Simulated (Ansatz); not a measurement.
The system is CuO.

```
Cu O
1.0
     0.00000   -2.11656   -2.11656
    -2.11656    0.00000   -2.11656
     2.11656    2.11656   -4.23312
Cu O
2 2
Direct
  0.50389 0.47699 0.48801
  0.00389 0.97699 0.98801
  0.74611 0.77301 0.76199
  0.24611 0.27301 0.26199
```

The cell comes from a database or a generator and needn't be the stable form of this composition.

Below is the output of Ansatz 0.2.0 for this cell. Logs are shortened: lines on timing, memory, paths and dates and some standing lists are left out, and cuts for length are marked.

```text
Warning: RAYON_NUM_THREADS=2 ignored (pool sized by the plan → 2); use --threads N
Engine: ansatz 0.2.0, aarch64-unknown-linux-gnu
Pseudopotentials: kind: paw
Pseudopotential: Cu, paw, valence charge 19, recommended cutoff 420 eV (normal), Cu.paw.azcp
Pseudopotential: O, paw, valence charge 6, recommended cutoff 420 eV (normal), O.paw.azcp
Functional definition: PBE
  parameter kappa = 0.804
  parameter beta = 0.06672455060314922
  exchange = pbe_x(kappa = kappa, mu = beta*pi^2/3)
  correlation = pbe_c(beta = beta)
Crystal: 4 atoms, lattice volume = 37.927 Å³
Basis set: ecut = 420 eV, 707 PW (Γ), exchange–correlation on 48×48×72 points (8 copies of the dense FFT grid, shifted against one another)
Bands: 30, of which v1, the nominal top of the filled ones, is band 25 counted from 1 (24 counted from 0)
Symmetry: 2 space group operations
Space group: P1 (ITA 1), of the structure as read, at distance tolerance 3.4e-5 Å
k-points: 132 of 256 (time reversal used)
Non-local potential: Cu, projectors of the file, l = 0: 3, l = 1: 2, l = 2: 3, l = 3: 1
Non-local potential: O, projectors of the file, l = 0: 2, l = 1: 2, l = 2: 1
PAW form: soft (Blöchl's): semilocal exchange-correlation on the pseudo side does not see the compensation charge
PAW one-centre angular grid: Cu, 590 points (default); XC on 64 Gauss nodes
PAW one-centre angular grid: O, 110 points (default); XC on 64 Gauss nodes
Initial density: superposition of atomic densities (neutral atoms: chi_scale 0, normalization atom), corrected by the library's trained network
Initial wavefunctions: pseudopotential atomic-orbital guess
Functional: x = pbe(κ = 0.804, μ = 0.2195149727645171), c = pbe(β = 0.06672455060314922)
SCF iter   1: F=—  HF=-14381.632737 eV  |F-HF|=—  |Δ(HF+E_count)|=         —  Δρ=2.54e-3  dr2=9.96e-4  ethr=1.77e-3  ⟨swp⟩=5.3  Hψ=13221  notcnv=0
preconditioner: auto → Kerker (q_TF=auto, 2.857 Å⁻¹)  [metal: Δε(μ)=0.047 eV  Ē_g=11.518 eV  σ=0.050 eV  W_gap=0.23  n_scr=16 (ndim 8)  ℏωp=35.2 eV  f_vac=0.000  D(μ)=2.84/eV (n_scr^D=28)]
SCF iter   2: F=—  HF=-14381.633221 eV  |F-HF|=—  |Δ(HF+E_count)|=   4.84e-4  Δρ=1.23e-3  dr2=2.46e-4  ethr=1.99e-6  ⟨swp⟩=2.0  Hψ=7446  notcnv=0
SCF iter   3: F=—  HF=-14381.633291 eV  |F-HF|=—  |Δ(HF+E_count)|=   6.93e-5  Δρ=2.51e-4  dr2=1.95e-5  ethr=4.93e-7  ⟨swp⟩=2.1  Hψ=6109  notcnv=0
SCF iter   4: F=—  HF=-14381.633305 eV  |F-HF|=—  |Δ(HF+E_count)|=   1.41e-5  Δρ=1.06e-4  dr2=2.38e-6  ethr=3.89e-8  ⟨swp⟩=2.6  Hψ=6102  notcnv=0
SCF iter   5: F=—  HF=-14381.633305 eV  |F-HF|=—  |Δ(HF+E_count)|=   1.69e-7  Δρ=4.49e-5  dr2=4.11e-7  ethr=4.76e-9  ⟨swp⟩=2.6  Hψ=7475  notcnv=0
SCF iter   6: F=-14381.633305 eV  HF=-14381.633305 eV  |F-HF|=1.75e-8  |Δ(HF+E_count)|=   1.14e-7  Δρ=1.11e-5  dr2=4.21e-8  ethr=2.00e-10  ⟨swp⟩=5.3  Hψ=16700  notcnv=0
SCF 1 converged in 6 iterations: F = -14381.633305 eV  dr2 = 4.21e-8
  greatest PAW one-centre occupation: 1.000 electrons in one spin orbital (limit 2), on the Cu atom at site 1 (counted from 0), in its partial waves of l = 0
SCF converged after 6 iterations
Free energy (F): -14381.633305 eV
Harris-Foulkes:  -14381.633305 eV  (|F-HF|=1.75e-8)
Internal energy: -14381.608482 eV  (E = F + TS)
E sigma→0 (E₀):  -14381.620894 eV
Entropy (-TS):   -0.024822 eV (-6.206 meV/atom)
Fermi energy:    13.237806 eV
--- Per-component energies (eV) ---
  E_band       = -787.833875
  E_kinetic    = 942.229501
  E_local      = -9218.735721  (includes V_loc(G=0)·N_el)
  E_nonlocal   = 886.718150
  E_hartree    = 3999.278314
  E_xc         = -323.194169
  E_vxc        = -414.925148  (∫ρ·V_xc dr)
  E_paw        = -3645.679462  (= ΣΔE_a)
  E_vpaw       = -981.663896  (= ΣTr[D̂ρ^β])
  E_aug_tail   = 0.005194  (compensation charges beyond the density's cutoff)
  E_ewald      = -7022.230289
  E_smearing   = -0.024822  (= −TS)
  E_closure    = 0.000000  (closes the sum)
  Σ components = -14381.633305   (vs F -14381.633305, Δ=0.00e0)
--- Forces (eV/Å), atoms counted from 1 ---
  atom   1  Cu    -0.23407040     0.31831383    -1.17147733
  atom   2  Cu    -0.23407040     0.31831383    -1.17147733
  atom   3  O      0.23407211    -0.31830904     1.17145722
  atom   4  O      0.23407211    -0.31830904     1.17145722
  max |Σ_I F_I| component: 4.02e-5 eV/Å
--- Stress (GPa, compression-positive) ---
        2.709936       0.188098      -0.714416
        0.188098       2.921138       1.127292
       -0.714418       1.127296      11.023365
  P = ⅓ Tr σ = 5.5515 GPa (55.515 kbar)
--- Band table (eV; the first three rows and the last of 132) ---
  k-point 0: bands = ["-98.9688", "-98.9677", "-56.3832", "-56.3761", "-56.3517", "-56.3411", "-56.3330", "-56.3300", "-6.4555", "-5.1855", "5.6523", "8.1313", "8.3036", "9.6864", "9.9558", "9.9970", "10.7197", "10.9189", "11.3055", "11.3381", "11.5790", "11.6463", "11.7619", "12.0454", "13.7421", "13.8974", "14.5491", "19.0498", "22.6104", "26.9982"]
  k-point 1: bands = ["-98.9687", "-98.9678", "-56.3820", "-56.3771", "-56.3503", "-56.3427", "-56.3326", "-56.3306", "-6.2935", "-5.4010", "6.1649", "8.3097", "8.4936", "8.9171", "9.5014", "9.8219", "10.7680", "10.8669", "11.2018", "11.2048", "11.2400", "11.6043", "12.2341", "12.4747", "13.5795", "13.6885", "15.6072", "18.6250", "23.2426", "27.5569"]
  k-point 2: bands = ["-98.9683", "-98.9683", "-56.3794", "-56.3794", "-56.3466", "-56.3466", "-56.3316", "-56.3316", "-5.8733", "-5.8733", "7.4599", "7.4599", "8.8110", "8.8110", "9.0437", "9.0437", "10.9695", "10.9695", "11.0198", "11.0198", "11.3220", "11.3220", "13.0320", "13.0320", "13.1590", "13.1590", "17.3342", "17.3342", "25.1874", "25.1874"]
  k-point 131: bands = ["-98.9675", "-98.9675", "-56.3875", "-56.3875", "-56.3483", "-56.3483", "-56.3357", "-56.3357", "-5.1342", "-5.1342", "6.6280", "6.6280", "8.0337", "8.0337", "8.7434", "8.7434", "10.8765", "10.8765", "11.4015", "11.4015", "11.6216", "11.6216", "12.4779", "12.4779", "12.7689", "12.7689", "20.2796", "20.2796", "22.8353", "22.8353"]
```

Question: What input gives this log?

Answer: Single point with PBE, no spin polarisation. The files as run (others can give the same):

input.yaml
```yaml
crystal:
  lattice:
    - [0.0, -2.11656, -2.11656]
    - [-2.11656, 0.0, -2.11656]
    - [2.11656, 2.11656, -4.23312]
  atoms:
    - { symbol: Cu, position: [0.50388754, 0.47698801, 0.4880064] }
    - { symbol: Cu, position: [0.00388754, 0.97698801, 0.9880064] }
    - { symbol: O, position: [0.74611246, 0.77301199, 0.7619936] }
    - { symbol: O, position: [0.24611246, 0.27301199, 0.2619936] }
hamiltonian:
  xc: pbe
  pseudopotentials: { kind: paw }
kpoints:
  mp_grid: { grid: [8, 8, 4] }
scf:
  occupations: { method: fermi_dirac, width: 0.05 }
output:
  forces: true
  stress: true
  eigenvalues: true
```

Potentials or basis: Ansatz PAW.
Run with:
```console
$ ansatz run input.yaml --threads 2 --pin off --max-ram 5632MiB --backend cpu --events-out ev --progress --plain --runs-dir out
```

Caveat: the pressure holds a Pulay correction of +0.8 GPa for the finite cutoff; the run has no spin polarisation, though such a crystal can be magnetic; semilocal functionals often make such compounds metallic where correlation or magnetic order opens a gap, which also shifts bond lengths; forces of over 1 eV/Å show positions far from the minimum, so gaps and moduli don't describe the material at rest.
